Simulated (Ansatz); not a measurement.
Calculated ⁵⁷Fe Mössbauer parameters for FeS2

Cell: a structure deposited in the COD, ions relaxed with PBE at fixed cell.

```cif
data_FeS2
_symmetry_space_group_name_H-M 'Pnnm'
_symmetry_Int_Tables_number 58
_cell_length_a 4.4400
_cell_length_b 5.3900
_cell_length_c 3.3700
_cell_angle_alpha 90.000
_cell_angle_beta 90.000
_cell_angle_gamma 90.000
loop_
_atom_site_label
_atom_site_type_symbol
_atom_site_symmetry_multiplicity
_atom_site_Wyckoff_symbol
_atom_site_fract_x
_atom_site_fract_y
_atom_site_fract_z
Fe Fe 2 a 0.0000 0.0000 0.0000
S S 4 g 0.2058 0.3753 0.0000
```

One atom of each set is listed.

Computed with Ansatz: DFT, PBE, plane waves and PAW, scalar-relativistic, collinear spin, 420 eV cutoff, Γ-centred 10×8×13 k-points, Fermi–Dirac smearing 0.05 eV. Start moments as typed (μB): 3 on each Fe, none on the rest.

Isomer shifts (against α-Fe) follow from the electron density at the nucleus, δ = α(ρ − ρ₀), with α = -0.366 mm s⁻¹ a₀³ and ρ₀ = 14904.00 a₀⁻³ from a line fitted to 10 measured compounds at this level of theory (rms miss 0.11 mm/s). ΔE_Q = ½eQV_zz(1 + η²/3)^½ with Q = 0.160 b for the 14.4 keV state.

**Question.** Give the isomer shift and quadrupole splitting of each Fe site.

**Answer.** 

```
site  atoms         first shell  ρ − ρ₀ (a₀⁻³)  δ (mm/s)  ΔE_Q (mm/s)     η
  Fe      2  6 S at 2.22–2.24 Å          -0.60      0.22        -0.55  0.78
```

The shift of Fe is in the range of low-spin iron, and the site carries no moment.

With these PAW files V_zz is typically within 2 to 3 % of all-electron values, but misses above 10 % occur on Fe. The start moments die out, and the run ends without spin.

The relaxation (4 steps) took 56 s of wall time (3.3 min of CPU time) and 1.4 GiB at its peak, on 4 threads of Intel Xeon Platinum 8488C (Sapphire Rapids) (x86_64; 16 cores open to the job, memory cap 8.0 GiB, no GPU), a shared host with a load of 0.4 a core.
